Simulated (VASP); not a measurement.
# BN (F-43m) in VASP: Born charges and dielectric tensor with PBE

Aim: the Born charges and dielectric tensor of BN with PBE.

Everything below comes from runs of VASP 6.6.1. Logs are shortened: lines on timing, memory, paths and dates and some standing lists are left out, and cuts for length are marked.

**Experimental background.**

A printed reference work, monograph reports, for a bulk crystal of BN at 300 K: band gap 6.4 eV (indirect).

The runs below are set against these values where they give the same quantity.

### Step 1. The structure

It takes space group F-43m (No. 216, cubic). The conventional cell has a = 3.625 Å, b = 3.625 Å, c = 3.625 Å, α = 90.00°, β = 90.00°, γ = 90.00°. B (site symmetry -43m) has 4 N at 1.57 Å as nearest neighbours. Around N (site symmetry -43m) lie 4 B at 1.57 Å.

### Step 2. Born charges and dielectric tensor, PBE

Input file INCAR:

```
SYSTEM = BN
PREC     = Accurate       ! precision mode
ENCUT    = 520            ! plane-wave cutoff, eV
EDIFF    = 0.05           ! SCF threshold, eV
ISMEAR   = 0              ! smearing method
SIGMA    = 0.02           ! smearing width, eV
LREAL    = .FALSE.        ! projectors in reciprocal space
LASPH    = .TRUE.         ! aspherical terms in the spheres
NELM     = 100            ! most SCF steps
ALGO     = Normal         ! electronic algorithm
ISIF     = 2              ! what is computed and relaxed
LWAVE    = .FALSE.        ! write WAVECAR
LCHARG   = .FALSE.        ! write CHGCAR
GGA      = PE             ! functional
LEPSILON = .TRUE.         ! dielectric tensor by DFPT
IBRION   = 8              ! ionic algorithm
NSW      = 1              ! ionic steps
```

Input file KPOINTS:

```
Automatic mesh
0
G
  14 14 14
  0 0 0
```

Input file POSCAR:

```
BN                                      
1.0
   -0.0000000000      1.8127134015      1.8127134015
    1.8127134015      0.0000000000      1.8127134015
    1.8127134015      1.8127134015      0.0000000000
  B               N             
     1     1
Direct
     0.0000000000000000    0.0000000000000000    0.0000000000000000
     0.2500000000000000    0.2500000000000000    0.2500000000000000
```

Potentials or basis: VASP PAW PBE potentials, release 64 (B, N).

Started as:

```
> cat potpaw_PBE.64/B/POTCAR potpaw_PBE.64/N/POTCAR > POTCAR
> mpirun -np 1 vasp_std > vasp.out
```

OUTCAR:

```text
SYSTEM = BN
   PREC = Accurate
   ENCUT = 520
   EDIFF = 0.05
   ISMEAR = 0
   LREAL = .FALSE.
   LASPH = .TRUE.
   NELM = 100
   ISIF = 2
   GGA = PE
   LEPSILON = .TRUE.
   IBRION = 8
   NSW = 1

 ion  position               nearest neighbor table
   1  0.000  0.000  0.000-   2 1.57   2 1.57   2 1.57   2 1.57
   2  0.250  0.250  0.250-   1 1.57   1 1.57   1 1.57   1 1.57

  LATTYP: Found a face centered cubic cell.
 ALAT       =     3.6254268030

  Lattice vectors:

 A1 = (   0.0000000000,   1.8127134015,   1.8127134015)
 A2 = (   1.8127134015,   0.0000000000,   1.8127134015)
 A3 = (   1.8127134015,   1.8127134015,   0.0000000000)

Analysis of symmetry for initial positions (statically):
=====================================================================
 Subroutine PRICEL returns:
 Original cell was already a primitive cell.

 Routine SETGRP: Setting up the symmetry group for a
 face centered cubic supercell.

 Subroutine GETGRP returns: Found 24 space group operations
 (whereof 24 operations were pure point group operations)
 out of a pool of 48 trial point group operations.

The static configuration has the point symmetry T_d .

Analysis of symmetry for dynamics (positions and initial velocities):
=====================================================================
 Subroutine PRICEL returns:
 Original cell was already a primitive cell.

 Routine SETGRP: Setting up the symmetry group for a
 face centered cubic supercell.

 Subroutine GETGRP returns: Found 24 space group operations
 (whereof 24 operations were pure point group operations)
 out of a pool of 48 trial point group operations.

The dynamic configuration has the point symmetry T_d .

 Subroutine INISYM returns: Found 24 space group operations
 (whereof 24 operations are pure point group operations),
 and found     1 'primitive' translations

----------------------------------------------------------------------------------------

                                     Primitive cell

  volume of cell :      11.9129

  direct lattice vectors                    reciprocal lattice vectors
     0.000000000  1.812713401  1.812713401    -0.275829593  0.275829593  0.275829593
     1.812713401  0.000000000  1.812713401     0.275829593 -0.275829593  0.275829593
     1.812713401  1.812713401  0.000000000     0.275829593  0.275829593 -0.275829593

  length of vectors
     2.563563877  2.563563877  2.563563877     0.477750870  0.477750870  0.477750870

  position of ions in fractional coordinates (direct lattice)
     0.000000000  0.000000000  0.000000000
     0.250000000  0.250000000  0.250000000

  ion indices of the primitive-cell ions
   primitive index   ion index
                 1           1
                 2           2

----------------------------------------------------------------------------------------

 KPOINTS: Automatic mesh

Automatic generation of k-mesh.
 Grid dimensions read from file:
 generate k-points for:   14   14   14

 Generating k-lattice:

  Cartesian coordinates                     Fractional coordinates (reciprocal lattice)
    -0.019702114  0.019702114  0.019702114     0.071428571  0.000000000  0.000000000
[... 413 lines left out ...]
  ---------------------------------------------------
  free energy    TOTEN  =        -0.12213424 eV

  energy without entropy =       -0.12213424

------------------------ aborting loop because EDIFF is reached ----------------------------------------

--------------------------------------- Ionic step        2  -------------------------------------------

------------------------ aborting loop because EDIFF is reached ----------------------------------------

--------------------------------------- Ionic step        3  -------------------------------------------

------------------------ aborting loop because EDIFF is reached ----------------------------------------

 PIEZOELECTRIC TENSOR FIELD DIRECTION 3  (e Angst)
 -----------------------------------------------------------------------------
    -0.00434 -0.59370  0.00000           ( -0.00000 -0.00440  0.00000)
    -0.59370 -0.00434  0.00000           ( -0.00440 -0.00000  0.00000)
     0.00000  0.00000  0.00017           (  0.00000  0.00000 -0.00000)

 PIEZOELECTRIC TENSOR FIELD DIRECTION 3  (C/m^2)
 -----------------------------------------------------------------------------
    -0.00584 -0.79847  0.00000
    -0.79847 -0.00584  0.00000
     0.00000  0.00000  0.00023

--------------------------------------- Ionic step        4  -------------------------------------------

------------------------ aborting loop because EDIFF is reached ----------------------------------------

[... ionic steps 5 to 6 ...]

--------------------------------------- Ionic step        7  -------------------------------------------

 Free energy of the ion-electron system (eV)
  ---------------------------------------------------
  ---------------------------------------------------
  free energy    TOTEN  =        -0.22731789 eV

  energy without entropy =       -0.22731789

------------------------ aborting loop because EDIFF is reached ----------------------------------------

 INTERNAL STRAIN TENSOR  FOR ION    2  DIRECTION 1   (eV/Angst):
 -----------------------------------------------------------------------------
    -0.01038  0.00000  0.00000
     0.00000  0.03778 -7.65538
     0.00000 -7.65538  0.03778

 MACROSCOPIC STATIC DIELECTRIC TENSOR (including local field effects in DFT)
 ------------------------------------------------------
           4.713039     0.000000     0.000000
           0.000000     4.713039    -0.000000
          -0.000000    -0.000000     4.713039
 ------------------------------------------------------

 PIEZOELECTRIC TENSOR (including local field effects)  for field in x, y, z        (e  Angst)
          XX          YY          ZZ          XY          YZ          ZX
  --------------------------------------------------------------------------------
  x     0.00000     0.00000    -0.00000     0.00000    -0.59396     0.00000
  y    -0.00000     0.00000     0.00000     0.00000     0.00000    -0.59396
  z     0.00000     0.00000     0.00000    -0.59396     0.00000     0.00000

 PIEZOELECTRIC TENSOR (including local field effects)  for field in x, y, z        (C/m^2)
          XX          YY          ZZ          XY          YZ          ZX
  --------------------------------------------------------------------------------
  x     0.00000     0.00000    -0.00000     0.00000    -0.79882     0.00000
  y    -0.00000     0.00000     0.00000     0.00000     0.00000    -0.79882
  z     0.00000     0.00000     0.00000    -0.79882     0.00000     0.00000

 BORN EFFECTIVE CHARGES (including local field effects) (in |e|, cummulative output)
 ---------------------------------------------------------------------------------
 ion    1
    1     1.60740     0.00000     0.00000
    2     0.00000     1.60740    -0.00000
    3     0.00000     0.00000     1.60740
 ion    2
    1    -1.60740    -0.00000    -0.00000
    2    -0.00000    -1.60740     0.00000
    3    -0.00000     0.00000    -1.60740

 INTERNAL STRAIN TENSOR FOR ION    2 for displacements in x,y,z  (eV/Angst):
          X           Y           Z          XY          YZ          ZX
  --------------------------------------------------------------------------------
  x    -0.00000     0.00000     0.00000     0.00000    -7.65538     0.00000
  y     0.00000     0.00000     0.00000     0.00000     0.00000    -7.65538
  z     0.00000     0.00000    -0.00000    -7.65538     0.00000     0.00000

 SECOND DERIVATIVES (NOT SYMMETRIZED)
 ------------------------------------
               1X          1Y          1Z          2X          2Y          2Z
  1X   -33.539650    0.000000    0.000000   33.539650    0.000000    0.000000
  1Y     0.000000  -33.539650    0.000000    0.000000   33.539650    0.000000
  1Z     0.000000    0.000000  -33.539650    0.000000    0.000000   33.539650
  2X    41.483848    0.000000    0.000000  -41.483848    0.000000    0.000000
  2Y     0.000000   41.483848    0.000000    0.000000  -41.483848    0.000000
  2Z     0.000000    0.000000   41.483848    0.000000    0.000000  -41.483848

 Eigenvectors and eigenvalues of the dynamical matrix
 ----------------------------------------------------

   1 f  =   38.555733 THz   242.252813 2PiTHz 1286.080807 cm-1   159.453626 meV
             X         Y         Z           dx          dy          dz
      0.000000  0.000000  0.000000     0.000000    0.715144    0.000000
      0.906357  0.906357  0.906357     0.000000   -0.698977    0.000000
[... 21 lines left out ...]
   6 f/i=    2.046539 THz    12.858786 2PiTHz   68.265203 cm-1     8.463803 meV
             X         Y         Z           dx          dy          dz
      0.000000  0.000000  0.000000     0.000000    0.000000   -0.698977
      0.906357  0.906357  0.906357     0.000000    0.000000   -0.715144

--------------------------------------------------------------------------------------------------------

 MACROSCOPIC STATIC DIELECTRIC TENSOR IONIC CONTRIBUTION
 ------------------------------------------------------
           1.040420     0.000000     0.000000
           0.000000     1.040420    -0.000000
           0.000000    -0.000000     1.040420
 ------------------------------------------------------

 ELASTIC MODULI CONTR FROM IONIC RELAXATION (kBar)
 Direction    XX          YY          ZZ          XY          YZ          ZX
 --------------------------------------------------------------------------------
 XX          -0.0000      0.0000      0.0000      0.0000     -0.0000     -0.0000
 YY           0.0000     -0.0000      0.0000      0.0000      0.0000      0.0000
 ZZ           0.0000      0.0000     -0.0000     -0.0000      0.0000     -0.0000
 XY           0.0000      0.0000     -0.0000   -181.3640      0.0000      0.0000
 YZ          -0.0000      0.0000      0.0000      0.0000   -181.3640      0.0000
 ZX          -0.0000      0.0000     -0.0000      0.0000      0.0000   -181.3640
 --------------------------------------------------------------------------------

 PIEZOELECTRIC TENSOR IONIC CONTR  for field in x, y, z        (C/m^2)
          XX          YY          ZZ          XY          YZ          ZX
  --------------------------------------------------------------------------------
  x     0.00000    -0.00000    -0.00000     0.00000     0.40874     0.00000
  y     0.00000    -0.00000     0.00000    -0.00000     0.00000     0.40874
  z    -0.00000    -0.00000     0.00000     0.40874     0.00000     0.00000
```

Run time: 64 s. Hardware: 1 thread of AMD EPYC 7R13 (Zen 3), shared host; peak memory 0.18 GiB.

What came out:

```
Band gap on the k mesh                  : 4.44 eV, indirect (least direct gap 8.78 eV)
Electronic dielectric tensor (diagonal) : 4.71
Born charges (mean of the diagonal)     : B +1.61; N -1.61 e
```

Levels at points of the mesh, in eV from the valence-band top:
```csv
k point,band 2,band 3,band 4,band 5,band 6,band 7
"(0.00, 0.00, 0.00)",0.00,0.00,0.00,8.78,8.78,8.78
"(0.50, 0.00, 0.00)",-10.62,-1.92,-1.92,10.03,10.66,10.66
"(0.50, 0.50, 0.00)",-8.86,-4.86,-4.86,4.44,9.17,17.79
```

Electronic dielectric tensor:
```
4.71 0.00 0.00
0.00 4.71 0.00
0.00 0.00 4.71
```

Born effective charge tensors (e):
atom 1, B
```
1.61 0.00 0.00
0.00 1.61 0.00
0.00 0.00 1.61
```
atom 2, N
```
-1.61  0.00  0.00
 0.00 -1.61  0.00
 0.00  0.00 -1.61
```

Caveat: some modes are imaginary.

### Step 3. Against experiment

Step 2. Measured gap of BN: 6.4 eV (indirect; 300 K; a printed reference work, monograph). This calculation gives 4.44 eV (-1.96 eV). The value is that of PBE on a finite k mesh, which can miss the band edges, without temperature or zero-point motion. Semilocal functionals fall short of measured gaps as a rule.
